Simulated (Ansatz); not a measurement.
input.yaml for NbP (Ansatz 0.2.0)

```yaml
crystal:
  lattice:
    - [-1.6625, 1.6625, 5.69]
    - [1.6625, -1.6625, 5.69]
    - [1.6625, 1.6625, -5.69]
  atoms:
    - { symbol: Nb, position: [0.0, 0.0, 0.0] }
    - { symbol: Nb, position: [0.75, 0.25, 0.5] }
    - { symbol: P, position: [0.5, 0.5, 0.0] }
    - { symbol: P, position: [0.25, 0.75, 0.5] }
basis:
  ecutwfc: 500
kpoints:
  mp_grid: { kspacing: 1.2 }
hamiltonian:
  xc: r2scan
scf:
  occupations: { method: gaussian, width: 0.1 }
  eigensolver: { mixed_precision: false }
  max_iter: 93
output:
  forces: true
  stress: true
  eigenvalues: true
```

Command:

```bash
ansatz run input.yaml --threads 1 --pin off --max-ram 1331MiB --backend cpu --events-out ev --progress --plain --runs-dir out
```

From the log (HF is the Harris–Foulkes energy, dr2 the density residual in eV):

```text
basis.fft_grid_basis auto: the FFT boxes are laid along the combinations [[1, 0, 1], [0, 1, 1], [0, 0, 1]] of the cell's own vectors, 3.325, 3.325 and 6.157 Å long. The dense box has 25×25×45 points. Along the cell's own vectors, as sized, it would have 45×45×45, 3.24 times as many. Of the 16 symmetry operations that the crystal satisfies within crystal.symmetry.tolerance (time reversal apart …
Pseudopotential: Nb, paw, valence charge 13, recommended cutoff 500 eV (meta_gga)
Pseudopotential: P, paw, valence charge 5, recommended cutoff 500 eV (meta_gga)
Crystal: 4 atoms, lattice volume = 62.907 Å³
Basis set: ecut = 500 eV, 1593 PW (Γ), FFT grids on a1+a3, a2+a3, a3, exchange–correlation on 100×100×180 points (64 copies of the dense FFT grid, shifted against one another)
Bands: 22, of which v1, the nominal top of the filled ones, is band 18 counted from 1 (17 counted from 0)
Symmetry: 16 space group operations
Space group: I41/amd (ITA 141), of the structure as read, at distance tolerance 4.0e-5 Å
k-points: 6 of 27
PAW frozen core: Nb, regenerated for the run's functional (the file was generated under x = pbe(κ = 0.804, μ = 0.2195), c = pbe(β = 0.0667))
PAW frozen core: P, regenerated for the run's functional (the file was generated under x = pbe(κ = 0.804, μ = 0.2195), c = pbe(β = 0.0667))
Initial density: superposition of atomic densities, corrected by the library's trained network
SCF iter   1: HF=-10646.288185 eV  Δρ=1.21e-2  dr2=6.02e-2  dr2_τ=6.69e-2
automatic band count: the SCF goes on with 26 bands, as 22 were too few: the levels above may hold too much charge
SCF iter   2: HF=-10646.355080 eV  Δρ=8.27e-3  dr2=4.84e-2  dr2_τ=5.86e-3
SCF iter   3: HF=-10646.350789 eV  Δρ=5.10e-3  dr2=1.04e-2  dr2_τ=5.78e-4
SCF iter   4: HF=-10646.353238 eV  Δρ=1.35e-3  dr2=7.72e-4  dr2_τ=2.17e-5
SCF iter   5: HF=-10646.353428 eV  Δρ=2.42e-4  dr2=2.42e-5  dr2_τ=1.01e-6
SCF iter   6: HF=-10646.353443 eV  Δρ=6.04e-5  dr2=1.44e-6  dr2_τ=1.58e-7
SCF iter   7: F=-10646.353443 eV  HF=-10646.353443 eV  Δρ=1.01e-5  dr2=3.10e-8  dr2_τ=1.34e-9
SCF 1 converged in 7 iterations: F = -10646.353443 eV  dr2 = 3.10e-8
SCF converged after 7 iterations
Free energy (F): -10646.353443 eV
E sigma→0 (E₀):  -10646.345395 eV
Entropy (-TS):   -0.016096 eV (-4.024 meV/atom)
Fermi energy:    16.111438 eV
--- Forces (eV/Å), atoms counted from 1 ---
  atom   1  Nb    -0.00000000     0.00000000     0.00000000
  atom   2  Nb     0.00000000     0.00000000    -0.00000000
  atom   3  P     -0.00000000     0.00000000     0.00000000
  atom   4  P      0.00000000    -0.00000000    -0.00000000
--- Stress (GPa, compression-positive) ---
       36.343154      -0.000000      -0.000000
       -0.000000      36.343154      -0.000000
       -0.000000      -0.000000      -9.302144
  P = ⅓ Tr σ = 21.1281 GPa (211.281 kbar)
```

It ran for 6 s on 1 thread of Arm Neoverse N1, on a shared host, peak memory 0.45 GiB.

These settings were drawn at random to show what each does; none of the numbers is a converged property of the crystal.